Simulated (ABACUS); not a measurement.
Runs of ABACUS 3.10.1 on BN. The structure is trigonal, space group R3m (No. 160). The conventional cell has a = 2.502 Å, b = 2.502 Å, c = 10.119 Å, α = 90.00°, β = 90.00°, γ = 120.00°. N (site symmetry 3m) is surrounded by 3 B at 1.44 Å. Around B (site symmetry 3m) lie 3 N at 1.44 Å. The cell is a database's computed one.

```tsv
task	level	potentials or basis	cell	k mesh	cutoff (eV)	max steps of the relaxation	force threshold	optimiser	stress threshold	SCF threshold on the density	mesh quality	gap on the mesh (eV)	pressure (GPa)	largest force (eV/Å)
relaxation of cell and atoms	LDA	PseudoDojo NC SR 0.4.1 LDA stringent, DZP LCAO (the cutoffs set its grid)	relaxed	11 × 11 × 11	1361	60	0.02 eV/Å	cg	1 kbar	1e-07	not flagged	-	0.0	0.01
single point	BLYP	SSSP 1.3 efficiency PBE, plane waves	as given	10 × 10 × 10	748	-	-	-	-	1e-08	not flagged	(b)	6.2	-
single point	PW91	GBRV ultrasoft 1.5 PBE, plane waves	as given	10 × 10 × 10	544	-	-	-	-	1e-08	not flagged	4.25	(a)	-
single point	TASK	SG15 ONCV 1.2 PBE, plane waves	as given	8 × 8 × 8	1320	-	-	-	-	1e-08	not flagged	6.78	123.5	0.04
single point	LDA	PseudoDojo NC SR 0.4.1 LDA stringent, DZP LCAO (the cutoffs set its grid)	as given	11 × 11 × 11	1361	-	-	-	-	1e-07	not flagged	4.13	-1.9	0.01
```

Alike in all rows: no spin polarisation; smearing fermi-dirac 0.05 eV.

**Question.** Estimate the missing entries.

**Answer.** (a) 3.0; (b) 4.32.

Caveats: the potentials were made for another functional, which shifts forces and pressure (some runs); the atomic orbitals were generated for these runs and aren't a published set (some runs); the basis of atomic orbitals isn't converged, which shifts pressures, moduli and gaps (some runs); a pressure of tens of GPa on the cell as given is suspect, and the run, the potentials or the cell itself is likely at fault (some runs); an odd mesh through Γ misses points on the zone boundary, where band edges often lie (some runs).
